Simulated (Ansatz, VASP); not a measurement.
Given: the input of a run of VASP 6.6.1 on TiAl. 

The input INCAR:

```
PREC = Accurate ; ENCUT = 600
EDIFF = 1E-7 ; ISMEAR = -1
SIGMA = 0.05 ; LREAL = False
LASPH = True ; NELM = 100
ALGO = Normal ; ISIF = 3
LWAVE = False ; LCHARG = False
GGA = RP ; IVDW = 13
IBRION = 2 ; NSW = 40
EDIFFG = -0.02
```

KPOINTS

```
regular mesh
0
Gamma
  9 9 7
```

File POSCAR:

```
TiAl
1.0
    2.8373000000      0.0000000000      0.0000000000
    0.0000000000      2.8373000000      0.0000000000
    0.0000000000      0.0000000000      4.0591000000
Ti Al
1 1
Direct
    0.0000000000      0.0000000000      0.0000000000
    0.5000000000      0.5000000000      0.5000000000
```

Potentials or basis: VASP PAW PBE potentials, release 64 (Ti_sv, Al).

Command:

```console
$ cat potpaw_PBE.64/Ti_sv/POTCAR potpaw_PBE.64/Al/POTCAR > POTCAR
$ mpirun -np 1 vasp_std > vasp.out
```

**Question.** Set up the same calculation for Ansatz 0.2.0. Potentials or basis there: Ansatz PAW, cutoff 420 eV.

**Answer.** As run (cutoffs and basis follow the program's own potentials, and thresholds, step limits or extra output files can differ):

The input input.yaml:

```yaml
crystal:
  lattice:
    - [2.8373, 0.0, 0.0]
    - [0.0, 2.8373, 0.0]
    - [0.0, 0.0, 4.0591]
  atoms:
    - { symbol: Ti, position: [0.0, 0.0, 0.0] }
    - { symbol: Al, position: [0.5, 0.5, 0.5] }
hamiltonian:
  xc: rpbe
  pseudopotentials: { kind: paw }
  dispersion: d4
kpoints:
  mp_grid: { grid: [9, 9, 7] }
scf:
  occupations: { method: fermi_dirac, width: 0.05 }
output:
  forces: true
  stress: true
  eigenvalues: true
  write_density: true
  write_potential: true
  elf: true
  volumetric_format: npy
relax:
  f_tol: 0.01
  max_steps: 40
  cell: { stress_tol: 0.05 }
```

Potentials or basis: Ansatz PAW.

The run is started by

```bash
$ ansatz run input.yaml --threads 2 --pin off --max-ram 5632MiB --backend cpu --events-out ev --progress --plain --runs-dir out
```

Both were run:

|  | VASP | Ansatz |
| --- | --- | --- |
| Relaxed volume | 15.89 Å³/atom | 15.90 Å³/atom |
| Relaxed cell | a = 2.807 Å, b = 2.807 Å, c = 4.031 Å, α = 90.00°, β = 90.00°, γ = 90.00° | a = 2.806 Å, b = 2.806 Å, c = 4.039 Å, α = 90.00°, β = 90.00°, γ = 90.00° |
| Space group after relaxing | P4/mmm (No. 123) | P4/mmm (No. 123) |
| Pressure after relaxing | -0.1 GPa | 0.0 GPa |

Ansatz's pressure holds a Pulay term of +0.05 GPa for its cutoff of 420 eV, which the other run lacks.

VASP's potentials were made for PBE. Ansatz's potentials were made for PBE.

Where Ansatz's input types no cutoff or centring, it takes its own default and a Γ-centred mesh.

Pressure is positive in compression.
